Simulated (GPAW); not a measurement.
Runs of GPAW 26.7.0 on MoS2. The cell holds a slab with vacuum, 3 atoms: a = 3.184 Å, b = 3.184 Å, c = 17.335 Å, α = 90.00°, β = 90.00°, γ = 120.00°. 

```csv
level,U,gap on the mesh (eV),largest force (eV/Å)
PBEsol+U,Mo d U = 3 eV,1.72,0.10
PBEsol,-,1.76,(b)
PBEsol+U,Mo d U = 4 eV,-,0.09
PBEsol+U,Mo d U = 1 eV,1.75,(c)
PBEsol+U,Mo d U = 6 eV,-,(a)
```

Alike in all rows: task band structure; potentials or basis PAW data sets generated in the run's folder for this functional, pw; no spin polarisation; cell as given; k mesh 8 × 8 × 2; cutoff (eV) 600; smearing fermi-dirac 0.05 eV.

Task: Estimate the missing entries.

Result: (a) 0.02; (b) 0.15; (c) 0.13.

A k mesh can miss the band edges, and the runs leave out spin-orbit coupling on Mo.
